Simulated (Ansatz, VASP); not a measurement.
# Two plane-wave programs on GaP

```xyz
2
Lattice="0.0000 2.7070 2.7070 2.7070 0.0000 2.7070 2.7070 2.7070 0.0000" Properties=species:S:1:pos:R:3 pbc="T T T"
Ga    0.0000    0.0000    0.0000
P     1.3535    1.3535    1.3535
```

Change from the starting cell: volume scaled by 0.98, ions relaxed.

Alike in both runs: functional PBE; k mesh 14 × 14 × 14; occupations fermi-dirac, width 0.02 eV; no spin polarisation.

Ansatz relaxed the structure, and its values are those at the end. VASP's run is a single point on that final structure, the one shown.

|  | VASP | Ansatz |
| --- | --- | --- |
| version | VASP 6.6.1 | Ansatz 0.2.0 |
| potentials or method | VASP PAW PBE potentials, release 64 (Ga_d, P) | plane-wave PAW, scalar-relativistic |
| plane-wave cutoff (eV) | 520 | 420 |
| valence electrons in the cell | 18 | 18 |

|  | VASP | Ansatz | Ansatz less VASP |
| --- | --- | --- | --- |
| gap on the k mesh at the Fermi level (eV) | 1.56 | 1.56 | 0.000 |
| pressure (GPa) | 4.3 | 4.4 | +0.09 |

Ansatz warned: «stress_scf_threshold_loose».

A k mesh can miss the band edges.
